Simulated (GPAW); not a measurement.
Write an ASE script for GPAW 26.7.0 that does the following.

```
Task                : band structure
Functional          : PBEsol
Potentials or basis : PAW data sets generated in the run's folder for this functional
Cutoff              : 600 eV
Basis               : pw
k mesh              : 12 × 12 × 12
Occupations         : fermi-dirac, width 0.05 eV
Spin                : no spin polarisation
Maxiter             : 150
Band path           : GXWKGLUWLK,UX
Band points         : 60
```

The system is Pd.

```xyz
1
Lattice="0.0000 1.9465 1.9465 1.9465 0.0000 1.9465 1.9465 1.9465 0.0000" Properties=species:S:1:pos:R:3 pbc="T T T"
Pd    0.0000    0.0000    0.0000
```

The input as run:

run.py

```python
from ase import Atoms
from ase.dft.bandgap import bandgap
from ase.io import write
from ase.units import GPa
from gpaw import GPAW, PW, setup_paths

setup_paths.insert(0, '.')

atoms = Atoms(['Pd'],
              cell=[[0.0, 1.9465, 1.9465],
                    [1.9465, 0.0, 1.9465],
                    [1.9465, 1.9465, 0.0]],
              scaled_positions=[[0.0, 0.0, 0.0]],
              pbc=True)

calc = GPAW(mode=PW(600),
            xc='PBEsol',
            kpts={'size': (12, 12, 12), 'gamma': True},
            occupations={'name': 'fermi-dirac', 'width': 0.05},
            nbands=17,
            convergence={'density': 1e-05, 'energy': 1e-05},
            maxiter=150,
            txt='gpaw.txt')
atoms.calc = calc
energy = atoms.get_potential_energy()
forces = atoms.get_forces()
stress = atoms.get_stress()
calc.write('gs.gpw')
write('result.traj', atoms)
print(f'Energy: {energy:.6f} eV')
print('Forces (eV/A):')
print(forces.round(4))
print('Stress (GPa):', (stress / GPa).round(3))
print('Fermi level:', round(calc.get_fermi_level(), 4), 'eV')
print(f'Gap: {bandgap(calc)[0]:.4f} eV, direct: {bandgap(calc, direct=True)[0]:.4f} eV')

path = atoms.cell.bandpath('GXWKGLUWLK,UX', npoints=60, eps=1e-4)
bs_calc = calc.fixed_density(kpts=path, symmetry='off', nbands=25,
                             convergence={'bands': 'CBM+6.0', 'eigenstates': 1e-6}, txt='bands.txt')
bs = bs_calc.band_structure()
bs.write('bs.json')
print(f'Gap on the path: {bandgap(bs_calc)[0]:.4f} eV')
```

Potentials or basis: PAW data sets generated in the run's folder for this functional, pw.

Launch:

```sh
$ gpaw-setup -f PBEsol Pd
$ OMP_NUM_THREADS=1 python run.py
```

It gave:

The pressure is -2.5 GPa and the band gap along the path is none (metal or under the smearing width).

Wall time 15 s on 1 thread of Arm Neoverse V2, on a shared host, peak memory 0.16 GiB.
